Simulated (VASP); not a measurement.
# Co in VASP: work function with PBE

Aim: the work function of Co with PBE.

All numbers are computed with VASP 6.6.1; they aren't measurements. Logs are shortened: lines on timing, memory, paths and dates and some standing lists are left out, and cuts for length are marked.

## 1. The cell of the first run

The cell holds a slab with vacuum, 6 atoms: a = 2.540 Å, b = 2.540 Å, c = 25.367 Å, α = 90.00°, β = 90.00°, γ = 120.00°.

The slab is cut from a database's or a generator's crystal, which needn't be the stable form of the element.

## 2. Work function, PBE, collinear spin, ferromagnetic start (the (1 1 1) slab of Co, cut from the database cell, not relaxed)

Input file INCAR:

```
  PREC = Accurate
  ENCUT = 520
  EDIFF = 1E-6
  ISMEAR = 0
  SIGMA = 0.05
  LREAL = False
  LASPH = True
  NELM = 120
  ALGO = Normal
  ISIF = 2
  LWAVE = False
  LCHARG = True
  ISPIN = 2
  MAGMOM = 2 2 2 2 2 2
  LORBIT = 11
  LMAXMIX = 4
  LDIPOL = True
  IDIPOL = 3
  DIPOL = 0.5 0.5 0.500
  GGA = PE
  LELF = True
  LVHAR = True
  LVACPOTAV = True
```

Input file KPOINTS:

```
Automatic mesh
0
Gamma
  12 12 1
```

Input file POSCAR:

```
Co
1.0
    2.5395032940      0.0000000000      0.0000000000
   -1.2697516470      2.1992743656      0.0000000000
    0.0000000000      0.0000000000     25.3674787838
Co
6
Direct
    0.6666666667      0.3333333333      0.2956541351
    0.3333333333      0.6666666667      0.3773924811
    0.0000000000      0.0000000000      0.4591308270
    0.6666666667      0.3333333333      0.5408691730
    0.3333333333      0.6666666667      0.6226075189
    0.0000000000      0.0000000000      0.7043458649
```

Potentials or basis: VASP PAW PBE potentials, release 64 (Co).

The run is started by

```
$ cat potpaw_PBE.64/Co/POTCAR > POTCAR
$ mpirun -np 1 vasp_std > vasp.out
```

OUTCAR:

```text
PREC = Accurate
   ENCUT = 520
   EDIFF = 1E-6
   ISMEAR = 0
   LREAL = False
   LASPH = True
   NELM = 120
   ISIF = 2
   ISPIN = 2
   LORBIT = 11
   GGA = PE

 ion  position               nearest neighbor table
   1  0.667  0.333  0.296-   2 2.54   2 2.54   2 2.54
   2  0.333  0.667  0.377-   3 2.54   3 2.54   3 2.54   1 2.54   1 2.54   1 2.54
   3  0.000  0.000  0.459-   2 2.54   2 2.54   2 2.54   4 2.54   4 2.54   4 2.54
   4  0.667  0.333  0.541-   5 2.54   5 2.54   5 2.54   3 2.54   3 2.54   3 2.54
   5  0.333  0.667  0.623-   4 2.54   4 2.54   4 2.54   6 2.54   6 2.54   6 2.54
   6  0.000  0.000  0.704-   5 2.54   5 2.54   5 2.54

  LATTYP: Found a hexagonal cell.
 ALAT       =     2.5395032940
 C/A-ratio  =     9.9891497852

  Lattice vectors:

 A1 = (   2.5395032940,   0.0000000000,   0.0000000000)
 A2 = (  -1.2697516470,   2.1992743656,   0.0000000000)
 A3 = (   0.0000000000,   0.0000000000,  25.3674787838)

Analysis of symmetry for initial positions (statically):
=====================================================================
 Subroutine PRICEL returns:
 Original cell was already a primitive cell.

 Routine SETGRP: Setting up the symmetry group for a
 hexagonal supercell.

 Subroutine GETGRP returns: Found 12 space group operations
 (whereof  6 operations were pure point group operations)
 out of a pool of 24 trial point group operations.

The static configuration has the point symmetry C_3v.
 The point group associated with its full space group is D_3d.

Analysis of symmetry for dynamics (positions and initial velocities):
=====================================================================
 Subroutine PRICEL returns:
 Original cell was already a primitive cell.

 Routine SETGRP: Setting up the symmetry group for a
 hexagonal supercell.

 Subroutine GETGRP returns: Found 12 space group operations
 (whereof  6 operations were pure point group operations)
 out of a pool of 24 trial point group operations.

The dynamic configuration has the point symmetry C_3v.
 The point group associated with its full space group is D_3d.

Analysis of structural, dynamic, and magnetic symmetry:
=====================================================================
 Subroutine PRICEL returns:
 Original cell was already a primitive cell.

 Routine SETGRP: Setting up the symmetry group for a
 hexagonal supercell.

 Subroutine GETGRP returns: Found 12 space group operations
 (whereof  6 operations were pure point group operations)
 out of a pool of 24 trial point group operations.

The overall configuration has the point symmetry C_3v.
 The point group associated with its full space group is D_3d.

 Subroutine INISYM returns: Found 12 space group operations
 (whereof  6 operations are pure point group operations),
 and found     1 'primitive' translations

----------------------------------------------------------------------------------------

                                     Primitive cell

  volume of cell :     141.6790

  direct lattice vectors                    reciprocal lattice vectors
     2.539503294  0.000000000  0.000000000     0.393777792  0.227347714  0.000000000
    -1.269751647  2.199274366  0.000000000     0.000000000  0.454695428  0.000000000
     0.000000000  0.000000000 25.367478784     0.000000000  0.000000000  0.039420551

  length of vectors
     2.539503294  2.539503294 25.367478784     0.454695428  0.454695428  0.039420551

  position of ions in fractional coordinates (direct lattice)
     0.666666667  0.333333333  0.295654135
     0.333333333  0.666666667  0.377392481
     0.000000000  0.000000000  0.459130827
     0.666666667  0.333333333  0.540869173
     0.333333333  0.666666667  0.622607519
     0.000000000  0.000000000  0.704345865

  ion indices of the primitive-cell ions
   primitive index   ion index
                 1           1
                 2           2
                 3           3
                 4           4
                 5           5
                 6           6

----------------------------------------------------------------------------------------

 KPOINTS: Automatic mesh

Automatic generation of k-mesh.
 Grid dimensions read from file:
 generate k-points for:   12   12    1

 Generating k-lattice:

  Cartesian coordinates                     Fractional coordinates (reciprocal lattice)
     0.032814816  0.018945643  0.000000000     0.083333333  0.000000000  0.000000000
     0.000000000  0.037891286  0.000000000     0.000000000  0.083333333  0.000000000
     0.000000000  0.000000000  0.039420551     0.000000000  0.000000000  1.000000000

  Length of vectors
     0.037891286  0.037891286  0.039420551

  Shift w.r.t. Gamma in fractional coordinates (k-lattice)
     0.000000000  0.000000000  0.000000000

 Subroutine IBZKPT returns following result:
 ===========================================

 Found     19 irreducible k-points:

 Following reciprocal coordinates:
            Coordinates               Weight
  0.000000  0.000000  0.000000      1.000000
  0.083333  0.000000  0.000000      6.000000
  0.166667  0.000000  0.000000      6.000000
  0.250000 -0.000000  0.000000      6.000000
  0.333333  0.000000  0.000000      6.000000
  0.416667 -0.000000  0.000000      6.000000
[... 11 lines left out ...]
  0.333333  0.250000  0.000000     12.000000
  0.333333  0.333333  0.000000      2.000000
   k-points           NKPTS =     19   k-points in BZ     NKDIM =     19   number of bands    NBANDS=     38
   number of dos      NEDOS =    301   number of ions     NIONS =      6
   total plane-waves  NPLWV =  76800
   dimension x,y,z NGX =    20 NGY =   20 NGZ =  192
   dimension x,y,z NGXF=    40 NGYF=   40 NGZF=  384
   ions per type =               6
   NGX,Y,Z   is equivalent  to a cutoff of  13.09, 13.09, 12.58 a.u.
   NGXF,Y,Z  is equivalent  to a cutoff of  26.19, 26.19, 25.17 a.u.
 SYSTEM =  unknown system
   PREC   = accura    normal or accurate (medium, high low for compatibility)
   ISTART =      0    job   : 0-new  1-cont  2-samecut
   ICHARG =      2    charge: 1-file 2-atom 10-const
   ISPIN  =      2    spin polarized calculation?
   LNONCOLLINEAR =      F non collinear calculations
   LSORBIT =      F    spin-orbit coupling
   LASPH  =      T    aspherical Exc in radial PAW
   ENCUT  =  520.0 eV  38.22 Ry    6.18 a.u.   4.72  4.72 47.17*2*pi/ulx,y,z
   NELM   =    120;   NELMIN=  2; NELMDL= -5     # of ELM steps
   EDIFF  = 0.1E-05   stopping-criterion for ELM
   LREAL  =      F    real-space projection
   EDIFFG = 0.1E-04   stopping-criterion for IOM
   NSW    =      0    number of steps for IOM
   IBRION =     -1    ionic relax: 0-MD 1-quasi-New 2-CG
   NFREE  =      0    steps in history (QN), initial steepest desc. (CG)
   ISIF   =      2    stress and relaxation
   ISYM   =      2    0-nonsym 1-usesym 2-fastsym
   POTIM  = 0.5000    time-step for ionic-motion
   TEBEG  =    0.0;   TEEND  =   0.0 temperature during run
   PSTRESS=    0.0 pullay stress
   NELECT =      54.0000    total number of electrons
   NUPDOWN=      -1.0000    fix difference up-down
   EMIN   =  10.00;   EMAX   =-10.00  energy-range for DOS
   EFERMI =   0.00;   METHOD = LEGACY
   ISMEAR =     0;   SIGMA  =   0.05  broadening in eV -4-tet -1-fermi 0-gaus
   EFERMI_NEDOS =   21; number of points for ismear=-14 and -15
   IALGO  =     38    algorithm
   IMIX   =      4    mixing-type and parameters
     AMIX     =   0.40;   BMIX     =  1.00
     AMIX_MAG =   1.60;   BMIX_MAG =  1.00
  volume/ion in A,a.u.               =      23.61       159.35
  Fermi-wavevector in a.u.,A,eV,Ry     =   1.186964  2.243037 19.169028  1.408884
  Thomas-Fermi vector in A             =   2.323126
   LORBIT       =     11    0 simple, 1 ext, 2 COOP (PROOUT), +10 PAW based schemes
   GGA     = PE    functional components
   LHFCALC =     F    Hartree Fock is set to
   AEXX    =    0.0000 exact exchange contribution
   IVDW    =     0    specifies the selected vdW correction
   LEPSILON=     F    determine dielectric tensor
   LRPA    =     F    only Hartree local field effects (RPA)
 spin polarized calculation
 Gauss-broadening in eV      SIGMA  =   0.05
  energy-cutoff  :      520.00
  volume of cell :      141.68
 maximum number of plane-waves:      3851
 NGX is ok and might be reduce to    20

 dipolmoment           0.000000      0.000000     -0.000000 electrons x Angstroem

 number of electron      54.0000008 magnetization      10.2904743

 dipolmoment           0.000000      0.000000      0.000002 electrons x Angstroem

 Free energy of the ion-electron system (eV)
  ---------------------------------------------------
  ext. energy  EPLUGINS =         0.00000000
  ---------------------------------------------------
  free energy    TOTEN  =       -40.45118824 eV

  energy without entropy =      -40.44084532  energy(sigma->0) =      -40.44601678

 E-fermi :   2.1989     XC(G=0):  -7.1391

 val. band max:        2.1964377225   @ k =   0.1667   0.1667   0.0000
 cond. band min:       2.2031625647   @ k =   0.4167   0.0833   0.0000
 fundamental gap:      0.0067248422
 Fermi energy:         2.1989221290

 spin component 1

 k-point     1 :       0.0000    0.0000    0.0000
  band No.  band energies     occupation
      1      -6.2409      1.00000
      2      -5.5869      1.00000
      3      -4.6100      1.00000
      4      -3.5696      1.00000
      5      -2.9133      1.00000
      6      -2.7530      1.00000
[... 30 lines left out ...]
     37       2.2854      0.00720
     38       6.7879      0.00000

 k-point     2 :       0.0833    0.0000    0.0000
  band No.  band energies     occupation
      1      -6.0102      1.00000
      2      -5.3634      1.00000
      3      -4.3977      1.00000
      4      -3.3719      1.00000
      5      -2.7373      1.00000
      6      -2.5975      1.00000
[... 30 lines left out ...]
     37       3.0068      0.00000
     38       7.0039      0.00000
[... 654 lines left out ...]
     37       8.5972      0.00000
     38       9.1880      0.00000

 k-point    19 :       0.3333    0.3333    0.0000
  band No.  band energies     occupation
      1      -1.7152      1.00000
      2      -1.7152      1.00000
      3      -1.7111      1.00000
      4      -1.6180      1.00000
      5      -1.6179      1.00000
      6      -1.5048      1.00000
[... 30 lines left out ...]
     37       7.8925      0.00000
     38       8.8827      0.00000
 Fermi energy:         2.1989221290

 spin component 2

 k-point     1 :       0.0000    0.0000    0.0000
  band No.  band energies     occupation
      1      -6.2361      1.00000
      2      -5.5799      1.00000
      3      -4.5756      1.00000
      4      -3.3865      1.00000
      5      -2.3650      1.00000
      6      -1.9024      1.00000
[... 30 lines left out ...]
     37       3.1992      0.00000
     38       6.8434      0.00000

 k-point     2 :       0.0833    0.0000    0.0000
  band No.  band energies     occupation
      1      -6.0042      1.00000
      2      -5.3541      1.00000
      3      -4.3590      1.00000
      4      -3.1802      1.00000
      5      -2.1691      1.00000
      6      -1.7241      1.00000
[... 30 lines left out ...]
     37       3.8803      0.00000
     38       7.0620      0.00000
[... 654 lines left out ...]
     37       9.3163      0.00000
     38       9.8028      0.00000

 k-point    19 :       0.3333    0.3333    0.0000
  band No.  band energies     occupation
      1      -0.4047      1.00000
      2      -0.4029      1.00000
      3      -0.4028      1.00000
      4      -0.3224      1.00000
      5      -0.2722      1.00000
      6      -0.2721      1.00000
[... 30 lines left out ...]
     37       8.4802      0.00000
     38       9.5426      0.00000

------------------------ aborting loop because EDIFF is reached ----------------------------------------

  FORCE on cell =-STRESS in cart. coord.  units (eV):
  Direction    XX          YY          ZZ          XY          YZ          ZX
  --------------------------------------------------------------------------------------
  -------------------------------------------------------------------------------------
  Total       -6.4109378     -6.4109378     -5.1293624      0.0000000      0.0000000     -0.0000000
  in kB      -72.4981032    -72.4981032    -58.0054052      0.0000000      0.0000000     -0.0000000
  external PRESSURE =     -67.6672038 kB  Pullay stress =       0.0000000 kB

 VOLUME and BASIS-vectors are now :
 -----------------------------------------------------------------------------
  energy-cutoff  :      520.00
  volume of cell :      141.68
      direct lattice vectors                 reciprocal lattice vectors
     2.539503294  0.000000000  0.000000000     0.393777792  0.227347714  0.000000000
    -1.269751647  2.199274366  0.000000000     0.000000000  0.454695428  0.000000000
     0.000000000  0.000000000 25.367478784     0.000000000  0.000000000  0.039420551

 POSITION                                       TOTAL-FORCE (eV/Angst)
 -----------------------------------------------------------------------------------
      1.26975      0.73309      7.50000        -0.000000     -0.000000      0.727840
     -0.00000      1.46618      9.57350         0.000000      0.000000     -0.442704
      0.00000      0.00000     11.64699         0.000000      0.000000      0.160289
      1.26975      0.73309     13.72049        -0.000000      0.000000     -0.160289
     -0.00000      1.46618     15.79398        -0.000000      0.000000      0.442704
      0.00000      0.00000     17.86748         0.000000      0.000000     -0.727840
 -----------------------------------------------------------------------------------
    total drift:                               -0.000000      0.000000      0.000252

  FREE ENERGIE OF THE ION-ELECTRON SYSTEM (eV)
  ---------------------------------------------------
  free  energy   TOTEN  =       -40.4511882360 eV

  energy  without entropy=      -40.4408453169  energy(sigma->0) =      -40.44601678

 vacuum level on the upper side and lower side of the slab         7.152         7.152

 total charge

# of ion       s       p       d       tot
------------------------------------------
    1        0.457   0.361   7.202   8.019
    2        0.462   0.467   7.219   8.148
    3        0.464   0.469   7.219   8.152
    4        0.464   0.469   7.219   8.152
    5        0.462   0.467   7.219   8.148
    6        0.457   0.361   7.202   8.019
--------------------------------------------------
tot          2.766   2.594  43.280  48.640

 magnetization (x)

# of ion       s       p       d       tot
------------------------------------------
    1       -0.010  -0.043   1.838   1.785
    2       -0.011  -0.050   1.801   1.740
    3       -0.012  -0.048   1.781   1.722
    4       -0.012  -0.048   1.781   1.722
    5       -0.011  -0.050   1.801   1.740
    6       -0.010  -0.043   1.838   1.785
--------------------------------------------------
tot         -0.067  -0.280  10.841  10.494
```

It took 9.2 min on 1 thread of AMD EPYC 7R43 (Zen 3), shared host; peak memory 0.33 GiB.

What came out:

```
Free energy                                           : -40.4512 eV
Largest force                                         : 0.728 eV/Å
Band gap on the k mesh                                : none (metal or under the smearing width)
Net moment                                            : 10.29 μB per cell
Site moments                                          : Co +1.78, +1.74, +1.72 μB
Valence electrons inside the program's atomic spheres : Co 8.02, 8.15
Work function of the upper face                       : 4.95 eV
Work function of the lower face                       : 4.95 eV
```

Forces on the atoms (eV/Å):
```
Co   0.000  0.000  0.728
Co   0.000  0.000 -0.443
Co   0.000  0.000  0.160
Co   0.000  0.000 -0.160
Co   0.000  0.000  0.443
Co   0.000  0.000 -0.728
```
